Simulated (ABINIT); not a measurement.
SnO:

```
Sn O
1.0
     3.81370    0.00000    0.00000
     0.00000    3.81370    0.00000
     0.00000    0.00000    4.88691
Sn O
2 2
Direct
  0.50000 0.00000 0.76463
  0.00000 0.50000 0.23537
  0.00000 0.00000 0.00000
  0.50000 0.50000 0.00000
```

The cell is a database's computed one.

```yaml
Program: ABINIT 10.8.3 (patched build)
Task: relaxation of cell and atoms
Functional: PBE
Dispersion: D3
Potentials_or_basis: JTH PAW PBE v2.0
Cutoff: 626 eV
k_mesh: 4 × 4 × 3
Occupations: fermi-dirac, width 0.05 eV
Spin: no spin polarisation
```

At the start: pressure 2.0 GPa; volume 17.77 Å³/atom.

Q: Where does the relaxation end?

A: Over 7 steps the energy falls by 3.1 meV/atom and the volume is 17.99 Å³/atom (+1.2 %); space group P4/nmm (No. 129, to 0.05 Å).

The path:
```tsv
step	energy change (eV)	largest force (eV/Å)	pressure (GPa)	volume (Å³)
1	0.0000	0.3989	1.99	71.08
2	-0.0059	0.2656	1.40	71.25
3	-0.0111	0.0032	0.17	71.62
4	-0.0111	0.0175	0.09	71.66
5	-0.0115	0.0470	-0.13	71.78
6	-0.0119	0.0510	-0.26	71.90
7	-0.0123	0.0240	-0.25	71.96
```

Final structure:
```
Sn O
1.0
     3.84221    0.00000    0.00000
     0.00000    3.84221    0.00000
     0.00000    0.00000    4.87459
Sn O
2 2
Direct
  0.50000 0.00000 0.76119
  0.00000 0.50000 0.23881
  0.00000 0.00000 0.00000
  0.50000 0.50000 0.00000
```

Caveat: the k mesh is coarse (spacing up to 0.43 Å⁻¹), so the values aren't converged; the log and the count of SCF iterations are those of the last ABINIT call alone.
